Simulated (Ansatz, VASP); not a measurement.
# RbBr in VASP and in Ansatz

File INCAR:

```
PREC = Accurate ; ENCUT = 520
EDIFF = 1E-7 ; ISMEAR = -1
SIGMA = 0.05 ; LREAL = False
LASPH = True ; NELM = 80
ALGO = Normal ; ISIF = 2
LWAVE = False ; LCHARG = False
GGA = PE ; NBANDS = 15
```

File KPOINTS:

```
Automatic mesh
0
Gamma
  7 7 7
```

Contents of POSCAR:

```
RbBr
1.0
    0.0000000000      3.4720972769      3.4720972769
    3.4720972769      0.0000000000      3.4720972769
    3.4720972769      3.4720972769      0.0000000000
Rb Br
1 1
Direct
    0.0000000000      0.0000000000      0.0000000000
    0.5000000000      0.5000000000      0.5000000000
```

Contents of input.yaml:

```yaml
crystal:
  lattice:
    - [0.0, 3.4720972769, 3.4720972769]
    - [3.4720972769, 0.0, 3.4720972769]
    - [3.4720972769, 3.4720972769, 0.0]
  atoms:
    - { symbol: Rb, position: [0.0, 0.0, 0.0] }
    - { symbol: Br, position: [0.5, 0.5, 0.5] }
hamiltonian:
  xc: pbe
  pseudopotentials: { kind: paw }
kpoints:
  mp_grid: { grid: [7, 7, 7] }
scf:
  occupations: { method: fermi_dirac, width: 0.05 }
output:
  forces: true
  stress: true
  eigenvalues: true
```

Change from the starting cell: volume scaled by 1.04.

Alike in both runs: task single point; functional PBE; k mesh 7 × 7 × 7; occupations fermi-dirac, width 0.05 eV; no spin polarisation.

|  | VASP | Ansatz |
| --- | --- | --- |
| version | VASP 6.6.1 | Ansatz 0.2.0 |
| potentials or method | VASP PAW PBE potentials, release 64 (Rb_sv, Br) | Ansatz PAW |
| plane-wave cutoff (eV) | 520 | 420 |
| valence electrons in the cell | 16 | 16 |

|  | VASP | Ansatz | Ansatz less VASP |
| --- | --- | --- | --- |
| gap on the k mesh at the Fermi level (eV) | 4.26 | 4.27 | +0.002 |
| least direct gap on the mesh (eV) | 4.26 | 4.27 | +0.002 |
| pressure (GPa) | 0.4 | 0.4 | -0.02 |

Caveats: an odd mesh through Γ misses points on the zone boundary, where band edges often lie (VASP); odd divisions of the mesh miss points on the zone boundary, where band edges often lie, so the gap on the mesh can be too wide (Ansatz).
